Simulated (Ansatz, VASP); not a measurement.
**One calculation of Ge, two programs**

INCAR

```
SYSTEM = Ge
PREC = Accurate ; ENCUT = 600
EDIFF = 1E-6 ; ISMEAR = 0
SIGMA = 0.05 ; LREAL = .FALSE.
LASPH = .TRUE. ; NELM = 60
ALGO = Normal ; ISIF = 3
LWAVE = .FALSE. ; LCHARG = .FALSE.
GGA = PS ; IBRION = 2
NSW = 80 ; EDIFFG = -0.003
```

Contents of KPOINTS:

```
regular mesh
0
G
  4 4 4
  0 0 0
```

POSCAR

```
Ge
1.0
    5.6759000000      0.0000000000      0.0000000000
    0.0000000000      5.6759000000      0.0000000000
    0.0000000000      0.0000000000      5.6759000000
Ge
8
Direct
    0.0000000000      0.0000000000      0.0000000000
    0.0000000000      0.5000000000      0.5000000000
    0.5000000000      0.0000000000      0.5000000000
    0.5000000000      0.5000000000      0.0000000000
    0.2500000000      0.2500000000      0.2500000000
    0.2500000000      0.7500000000      0.7500000000
    0.7500000000      0.2500000000      0.7500000000
    0.7500000000      0.7500000000      0.2500000000
```

Input for Ansatz:

```yaml
crystal:
  lattice:
    - [5.6759, 0.0, 0.0]
    - [0.0, 5.6759, 0.0]
    - [0.0, 0.0, 5.6759]
  atoms:
    - { symbol: Ge, position: [0.0, 0.0, 0.0] }
    - { symbol: Ge, position: [0.0, 0.5, 0.5] }
    - { symbol: Ge, position: [0.5, 0.0, 0.5] }
    - { symbol: Ge, position: [0.5, 0.5, 0.0] }
    - { symbol: Ge, position: [0.25, 0.25, 0.25] }
    - { symbol: Ge, position: [0.25, 0.75, 0.75] }
    - { symbol: Ge, position: [0.75, 0.25, 0.75] }
    - { symbol: Ge, position: [0.75, 0.75, 0.25] }
scf:
  occupations: { method: gaussian, width: 0.05 }
output:
  forces: true
  stress: true
  eigenvalues: true
  write_density: true
  write_potential: true
  elf: true
  volumetric_format: npy
hamiltonian:
  xc: pbesol
kpoints:
  mp_grid: { grid: [4, 4, 4] }
relax:
  f_tol: 0.003
  cell: { stress_tol: 0.02 }
```

Alike in both runs: task relaxation of cell and atoms; functional PBEsol; k mesh 4 × 4 × 4; occupations gaussian, width 0.05 eV; no spin polarisation.

|  | VASP | Ansatz |
| --- | --- | --- |
| version | VASP 6.6.1 | Ansatz 0.2.0 |
| potentials or method | VASP PAW PBE potentials, release 64 (Ge_d) | scalar-relativistic, plane waves, PAW |
| plane-wave cutoff (eV) | 600 | 420 |
| valence electrons in the cell | 112 | 112 |

```csv
,VASP,Ansatz,Ansatz less VASP
"gap on the k mesh at the Fermi level, each at its own relaxed structure (eV)",none,none,-
relaxed volume (Å³/atom),22.88,22.89,+0.009
relaxed cell length with the largest relative difference (Å),5.678,5.678,+0.0008
```

A gap of «none» marks a metal or a gap that the smearing closes.

Caveats: the PAW data sets were made with another functional, which shifts forces and pressure a little (VASP).
